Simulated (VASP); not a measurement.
# MgSe (Fm-3m) in VASP: band structure with PBE+D3(BJ)

Aim: the band structure of MgSe with PBE+D3(BJ).

Everything below comes from runs of VASP 6.6.1. Logs are shortened: lines on timing, memory, paths and dates and some standing lists are left out, and cuts for length are marked.

### Step 1. Starting point

It takes space group Fm-3m (No. 225, cubic). Conventional cell: a = 5.421 Å, b = 5.421 Å, c = 5.421 Å, α = 90.00°, β = 90.00°, γ = 90.00°. Mg (site symmetry m-3m) is surrounded by 6 Se at 2.71 Å. Se (site symmetry m-3m) has 6 Mg at 2.71 Å as nearest neighbours.

The cell was built by a generator and needn't be a form met in nature.

### Step 2. Band structure, PBE+D3(BJ)

Contents of POSCAR:

```
MgSe                                    
1.0
    0.0000000000      2.7103117262      2.7103117262
    2.7103117262      0.0000000000      2.7103117262
    2.7103117262      2.7103117262      0.0000000000
  Mg              Se            
     1     1
Direct
     0.0000000000000000    0.0000000000000000    0.0000000000000000
     0.5000000000000000    0.5000000000000000    0.5000000000000000
```

Contents of INCAR.step1:

```
ALGO     = Normal         # electronic algorithm
EDIFF    = 1E-6           # SCF threshold, eV
ENCUT    = 520            # plane-wave cutoff, eV
GGA      = PE             # functional
ISIF     = 2              # what is computed and relaxed
ISMEAR   = 0              # smearing method
IVDW     = 12             # dispersion correction
LASPH    = True           # aspherical terms in the spheres
LCHARG   = True           # write CHGCAR
LREAL    = False          # projectors in reciprocal space
LWAVE    = False          # write WAVECAR
NELM     = 80             # most SCF steps
PREC     = Accurate       # precision mode
SIGMA    = 0.02           # smearing width, eV
```

Contents of KPOINTS.step1:

```
k-points
0
Gamma
  8 8 8
```

Contents of INCAR.step2:

```
ALGO     = Normal         # electronic algorithm
EDIFF    = 1E-6           # SCF threshold, eV
ENCUT    = 520            # plane-wave cutoff, eV
GGA      = PE             # functional
ICHARG   = 11             # starting density
ISIF     = 2              # what is computed and relaxed
ISMEAR   = 0              # smearing method
IVDW     = 12             # dispersion correction
LASPH    = True           # aspherical terms in the spheres
LCHARG   = False          # write CHGCAR
LREAL    = False          # projectors in reciprocal space
LWAVE    = False          # write WAVECAR
NELM     = 80             # most SCF steps
PREC     = Accurate       # precision mode
SIGMA    = 0.05           # smearing width, eV
```

Contents of KPOINTS.step2:

```
path GXWKGLUWLK,UX
20
line-mode
reciprocal
 0.0000000000  0.0000000000  0.0000000000  G
 0.5000000000  0.0000000000  0.5000000000  X

 0.5000000000  0.0000000000  0.5000000000  X
 0.5000000000  0.2500000000  0.7500000000  W

 0.5000000000  0.2500000000  0.7500000000  W
 0.3750000000  0.3750000000  0.7500000000  K

 0.3750000000  0.3750000000  0.7500000000  K
 0.0000000000  0.0000000000  0.0000000000  G

 0.0000000000  0.0000000000  0.0000000000  G
 0.5000000000  0.5000000000  0.5000000000  L

 0.5000000000  0.5000000000  0.5000000000  L
 0.6250000000  0.2500000000  0.6250000000  U

 0.6250000000  0.2500000000  0.6250000000  U
 0.5000000000  0.2500000000  0.7500000000  W

 0.5000000000  0.2500000000  0.7500000000  W
 0.5000000000  0.5000000000  0.5000000000  L

 0.5000000000  0.5000000000  0.5000000000  L
 0.3750000000  0.3750000000  0.7500000000  K

 0.6250000000  0.2500000000  0.6250000000  U
 0.5000000000  0.0000000000  0.5000000000  X
```

Potentials or basis: VASP PAW PBE potentials, release 64 (Mg, Se).

The run is started by

```bash
$ cat potpaw_PBE.64/Mg/POTCAR potpaw_PBE.64/Se/POTCAR > POTCAR
$ cp INCAR.step1 INCAR
$ cp KPOINTS.step1 KPOINTS
$ mpirun -np 1 vasp_std > vasp.out
$ cp INCAR.step2 INCAR
$ cp KPOINTS.step2 KPOINTS
$ mpirun -np 1 vasp_std > vasp.out
```

OUTCAR:

```text
EDIFF = 1E-6
   ENCUT = 520
   GGA = PE
   ICHARG = 11
   ISIF = 2
   ISMEAR = 0
   IVDW = 12
   LASPH = True
   LREAL = False
   NELM = 80
   PREC = Accurate
 IVDW          = 12

 ion  position               nearest neighbor table
   1  0.000  0.000  0.000-   2 2.71   2 2.71   2 2.71   2 2.71   2 2.71   2 2.71
   2  0.500  0.500  0.500-   1 2.71   1 2.71   1 2.71   1 2.71   1 2.71   1 2.71

  LATTYP: Found a face centered cubic cell.
 ALAT       =     5.4206234524

  Lattice vectors:

 A1 = (   0.0000000000,   2.7103117262,   2.7103117262)
 A2 = (   2.7103117262,   0.0000000000,   2.7103117262)
 A3 = (   2.7103117262,   2.7103117262,   0.0000000000)

Analysis of symmetry for initial positions (statically):
=====================================================================
 Subroutine PRICEL returns:
 Original cell was already a primitive cell.

 Routine SETGRP: Setting up the symmetry group for a
 face centered cubic supercell.

 Subroutine GETGRP returns: Found 48 space group operations
 (whereof 48 operations were pure point group operations)
 out of a pool of 48 trial point group operations.

The static configuration has the point symmetry O_h .

Analysis of symmetry for dynamics (positions and initial velocities):
=====================================================================
 Subroutine PRICEL returns:
 Original cell was already a primitive cell.

 Routine SETGRP: Setting up the symmetry group for a
 face centered cubic supercell.

 Subroutine GETGRP returns: Found 48 space group operations
 (whereof 48 operations were pure point group operations)
 out of a pool of 48 trial point group operations.

The dynamic configuration has the point symmetry O_h .

 Subroutine INISYM returns: Found 48 space group operations
 (whereof 48 operations are pure point group operations),
 and found     1 'primitive' translations

----------------------------------------------------------------------------------------

                                     Primitive cell

  volume of cell :      39.8188

  direct lattice vectors                    reciprocal lattice vectors
     0.000000000  2.710311726  2.710311726    -0.184480625  0.184480625  0.184480625
     2.710311726  0.000000000  2.710311726     0.184480625 -0.184480625  0.184480625
     2.710311726  2.710311726  0.000000000     0.184480625  0.184480625 -0.184480625

  length of vectors
     3.832959601  3.832959601  3.832959601     0.319529815  0.319529815  0.319529815

  position of ions in fractional coordinates (direct lattice)
     0.000000000  0.000000000  0.000000000
     0.500000000  0.500000000  0.500000000

  ion indices of the primitive-cell ions
   primitive index   ion index
                 1           1
                 2           2

----------------------------------------------------------------------------------------

 KPOINTS: path GXWKGLUWLK,UX

Interpolating k-points between supplied coordinates.

 Line segments in fractional coordinates (reciprocal lattice):
    0.000000  0.000000  0.000000  ...  0.500000  0.000000  0.500000
    0.500000  0.000000  0.500000  ...  0.500000  0.250000  0.750000
    0.500000  0.250000  0.750000  ...  0.375000  0.375000  0.750000
    0.375000  0.375000  0.750000  ...  0.000000  0.000000  0.000000
    0.000000  0.000000  0.000000  ...  0.500000  0.500000  0.500000
    0.500000  0.500000  0.500000  ...  0.625000  0.250000  0.625000
    0.625000  0.250000  0.625000  ...  0.500000  0.250000  0.750000
    0.500000  0.250000  0.750000  ...  0.500000  0.500000  0.500000
    0.500000  0.500000  0.500000  ...  0.375000  0.375000  0.750000
    0.625000  0.250000  0.625000  ...  0.500000  0.000000  0.500000

 Generated    20 points on each line segment, for a total of    200 k-points:

 Following reciprocal coordinates:
            Coordinates               Weight
  0.000000  0.000000  0.000000      0.005000
  0.026316  0.000000  0.026316      0.005000
  0.052632  0.000000  0.052632      0.005000
  0.078947  0.000000  0.078947      0.005000
  0.105263  0.000000  0.105263      0.005000
  0.131579  0.000000  0.131579      0.005000
[... 16 lines left out ...]
  0.500000  0.026316  0.526316      0.005000
  0.500000  0.039474  0.539474      0.005000
 [... further k-points ...]
   k-points           NKPTS =    200   k-points in BZ     NKDIM =    200   number of bands    NBANDS=      8
   number of dos      NEDOS =    301   number of ions     NIONS =      2
   total plane-waves  NPLWV =  27000
   dimension x,y,z NGX =    30 NGY =   30 NGZ =   30
   dimension x,y,z NGXF=    60 NGYF=   60 NGZF=   60
   ions per type =               1   1
   NGX,Y,Z   is equivalent  to a cutoff of  13.01, 13.01, 13.01 a.u.
   NGXF,Y,Z  is equivalent  to a cutoff of  26.02, 26.02, 26.02 a.u.
 SYSTEM =  unknown system
   PREC   = accura    normal or accurate (medium, high low for compatibility)
   ISTART =      0    job   : 0-new  1-cont  2-samecut
   ICHARG =     11    charge: 1-file 2-atom 10-const
   ISPIN  =      1    spin polarized calculation?
   LNONCOLLINEAR =      F non collinear calculations
   LSORBIT =      F    spin-orbit coupling
   LASPH  =      T    aspherical Exc in radial PAW
   ENCUT  =  520.0 eV  38.22 Ry    6.18 a.u.   7.13  7.13  7.13*2*pi/ulx,y,z
   NELM   =     80;   NELMIN=  2; NELMDL=  0     # of ELM steps
   EDIFF  = 0.1E-05   stopping-criterion for ELM
   LREAL  =      F    real-space projection
   EDIFFG = 0.1E-04   stopping-criterion for IOM
   NSW    =      0    number of steps for IOM
   IBRION =     -1    ionic relax: 0-MD 1-quasi-New 2-CG
   NFREE  =      0    steps in history (QN), initial steepest desc. (CG)
   ISIF   =      2    stress and relaxation
   ISYM   =      2    0-nonsym 1-usesym 2-fastsym
   POTIM  = 0.5000    time-step for ionic-motion
   TEBEG  =    0.0;   TEEND  =   0.0 temperature during run
   PSTRESS=    0.0 pullay stress
   NELECT =       8.0000    total number of electrons
   NUPDOWN=      -1.0000    fix difference up-down
   EMIN   =  10.00;   EMAX   =-10.00  energy-range for DOS
   EFERMI =   0.00;   METHOD = LEGACY
   ISMEAR =     0;   SIGMA  =   0.05  broadening in eV -4-tet -1-fermi 0-gaus
   EFERMI_NEDOS =   21; number of points for ismear=-14 and -15
   IALGO  =     38    algorithm
   IMIX   =      4    mixing-type and parameters
     AMIX     =   0.40;   BMIX     =  1.00
     AMIX_MAG =   1.60;   BMIX_MAG =  1.00
  volume/ion in A,a.u.               =      19.91       134.36
  Fermi-wavevector in a.u.,A,eV,Ry     =   0.958831  1.811929 12.508620  0.919358
  Thomas-Fermi vector in A             =   2.087974
   LORBIT       =      0    0 simple, 1 ext, 2 COOP (PROOUT), +10 PAW based schemes
   GGA     = PE    functional components
   LHFCALC =     F    Hartree Fock is set to
   AEXX    =    0.0000 exact exchange contribution
   IVDW    =    12    specifies the selected vdW correction
   LEPSILON=     F    determine dielectric tensor
   LRPA    =     F    only Hartree local field effects (RPA)
 non-spin polarized calculation
 Gauss-broadening in eV      SIGMA  =   0.05
  energy-cutoff  :      520.00
  volume of cell :       39.82
 maximum number of plane-waves:      1090
 NGX is ok and might be reduce to    30

 number of electron       8.0000001 magnetization

 Free energy of the ion-electron system (eV)
  ---------------------------------------------------
  ext. energy  EPLUGINS =         0.00000000
  ---------------------------------------------------
  free energy    TOTEN  =        -7.71469556 eV

  energy without entropy =       -7.71469556  energy(sigma->0) =       -7.71469556

 E-fermi :   3.6175     XC(G=0):  -9.5576

 val. band max:        3.3718082046   @ k =   0.0000   0.0000   0.0000
 cond. band min:       5.2020646199   @ k =   0.5000   0.0000   0.5000
 fundamental gap:      1.8302564153
 Fermi energy:         3.6175051953

 k-point     1 :       0.0000    0.0000    0.0000
  band No.  band energies     occupation
      1      -9.6671      2.00000
      2       3.3718      2.00000
      3       3.3718      2.00000
      4       3.3718      2.00000
      5       6.0837      0.00000
      6      10.7765      0.00000
      7      10.7765      0.00000
      8      10.7765      0.00000

 k-point     2 :       0.0263    0.0000    0.0263
  band No.  band energies     occupation
      1      -9.6589      2.00000
      2       3.2907      2.00000
      3       3.3535      2.00000
      4       3.3535      2.00000
      5       6.1758      0.00000
      6      10.7127      0.00000
      7      10.8107      0.00000
      8      10.8107      0.00000

 k-point     3 :       0.0526    0.0000    0.0526
  band No.  band energies     occupation
      1      -9.6341      2.00000
      2       3.0754      2.00000
      3       3.3000      2.00000
      4       3.3000      2.00000
      5       6.4228      0.00000
      6      10.5387      0.00000
      7      10.9116      0.00000
      8      10.9116      0.00000

 k-point     4 :       0.0789    0.0000    0.0789
  band No.  band energies     occupation
      1      -9.5933      2.00000
      2       2.7789      2.00000
      3       3.2151      2.00000
      4       3.2151      2.00000
      5       6.7677      0.00000
      6      10.2912      0.00000
      7      11.0741      0.00000
      8      11.0741      0.00000

 k-point     5 :       0.1053    0.0000    0.1053
  band No.  band energies     occupation
      1      -9.5371      2.00000
      2       2.4425      2.00000
      3       3.1043      2.00000
      4       3.1043      2.00000
      5       7.1598      0.00000
      6      10.0046      0.00000
      7      11.2907      0.00000
      8      11.2920      0.00000
[... 177 lines left out ...]
 k-point    22 :       0.5000    0.0132    0.5132
  band No.  band energies     occupation
      1      -8.1693      2.00000
      2      -0.9845      2.00000
      3       1.5351      2.00000
      4       1.5358      2.00000
      5       5.2171      0.00000
      6       7.2957      0.00000
      7      15.2745      0.00000
      8      15.6092      0.00000

 k-point    23 :       0.5000    0.0263    0.5263
  band No.  band energies     occupation
      1      -8.1686      2.00000
      2      -0.9761      2.00000
      3       1.5116      2.00000
      4       1.5147      2.00000
      5       5.2616      0.00000
      6       7.3375      0.00000
      7      15.2177      0.00000
      8      15.2218      0.00000

 k-point    24 :       0.5000    0.0395    0.5395
  band No.  band energies     occupation
      1      -8.1674      2.00000
      2      -0.9621      2.00000
      3       1.4733      2.00000
      4       1.4811      2.00000
      5       5.3343      0.00000
      6       7.4064      0.00000
      7      14.8868      0.00000
      8      15.1326      0.00000

 [... further k-points ...]

------------------------ aborting loop because EDIFF is reached ----------------------------------------

 Edisp (eV)   -0.75925

 E8    (eV) :    -0.3239

  FORCE on cell =-STRESS in cart. coord.  units (eV):
  Direction    XX          YY          ZZ          XY          YZ          ZX
  --------------------------------------------------------------------------------------
  -------------------------------------------------------------------------------------
  Total      -0.35876    -0.35876    -0.35876    -0.00000     0.00000    -0.00000
  in kB     -14.43526   -14.43526   -14.43526    -0.00000     0.00000    -0.00000
  external pressure =      -14.44 kB  Pullay stress =        0.00 kB

 VOLUME and BASIS-vectors are now :
 -----------------------------------------------------------------------------
  energy-cutoff  :      520.00
  volume of cell :       39.82
      direct lattice vectors                 reciprocal lattice vectors
     0.000000000  2.710311726  2.710311726    -0.184480625  0.184480625  0.184480625
     2.710311726  0.000000000  2.710311726     0.184480625 -0.184480625  0.184480625
     2.710311726  2.710311726  0.000000000     0.184480625  0.184480625 -0.184480625

 POSITION                                       TOTAL-FORCE (eV/Angst)
 -----------------------------------------------------------------------------------
      0.00000      0.00000      0.00000         0.000000     -0.000000     -0.000000
      2.71031      2.71031      2.71031        -0.000000      0.000000      0.000000
 -----------------------------------------------------------------------------------
    total drift:                               -0.000000     -0.000000      0.000000

  FREE ENERGIE OF THE ION-ELECTRON SYSTEM (eV)
  ---------------------------------------------------
  free  energy   TOTEN  =        -8.4739461001 eV

  energy  without entropy=       -8.4739461001  energy(sigma->0) =       -8.47394610
```

It took 42 s on 1 thread of Intel Xeon Platinum 8488C (Sapphire Rapids), shared host; peak memory 0.22 GiB.

What came out:

| Property | Result |
| --- | --- |
| Band gap on the k mesh | 1.83 eV, indirect (least direct gap 2.71 eV) |
| Band gap along the path | 1.83 eV, indirect (least direct gap 2.71 eV) |
| Dispersion energy per atom | -0.380 eV |

Levels at the corners of the path, in eV from the valence-band top:
```csv
point,band 1,band 2,band 3,band 4,band 5,band 6,band 7,band 8
Γ,-13.04,0.00,0.00,0.00,2.71,7.40,7.40,7.40
X,-11.54,-4.36,-1.83,-1.83,1.83,3.91,11.92,12.39
X,-11.54,-4.36,-1.83,-1.83,1.83,3.91,11.92,12.34
W,-11.50,-3.40,-3.40,-2.60,4.61,7.04,7.59,7.59
W,-11.50,-3.40,-3.40,-2.60,4.61,7.04,7.59,7.59
K,-11.54,-3.86,-3.41,-1.47,3.06,6.30,9.01,9.95
K,-11.54,-3.86,-3.41,-1.47,3.06,6.30,9.01,9.94
Γ,-13.04,0.00,0.00,0.00,2.71,7.40,7.40,7.40
Γ,-13.04,0.00,0.00,0.00,2.71,7.40,7.40,7.40
L,-11.88,-5.04,-0.60,-0.60,3.85,6.12,6.12,8.76
L,-11.88,-5.04,-0.60,-0.60,3.85,6.12,6.12,8.76
U,-11.54,-3.86,-3.41,-1.47,3.06,6.30,9.01,9.94
U,-11.54,-3.86,-3.41,-1.47,3.06,6.30,9.01,9.94
W,-11.50,-3.40,-3.40,-2.60,4.61,7.04,7.59,7.59
W,-11.50,-3.40,-3.40,-2.60,4.61,7.04,7.59,7.59
L,-11.88,-5.04,-0.60,-0.60,3.85,6.12,6.12,8.76
L,-11.88,-5.04,-0.60,-0.60,3.85,6.12,6.12,8.76
K,-11.54,-3.86,-3.41,-1.47,3.06,6.30,9.01,9.94
U,-11.54,-3.86,-3.41,-1.47,3.06,6.30,9.01,9.94
X,-11.54,-4.36,-1.83,-1.83,1.83,3.91,11.98,12.34
```

Caveat: the log is that of the step along the path at fixed density, whose energy, stress, charges and moments have no meaning.
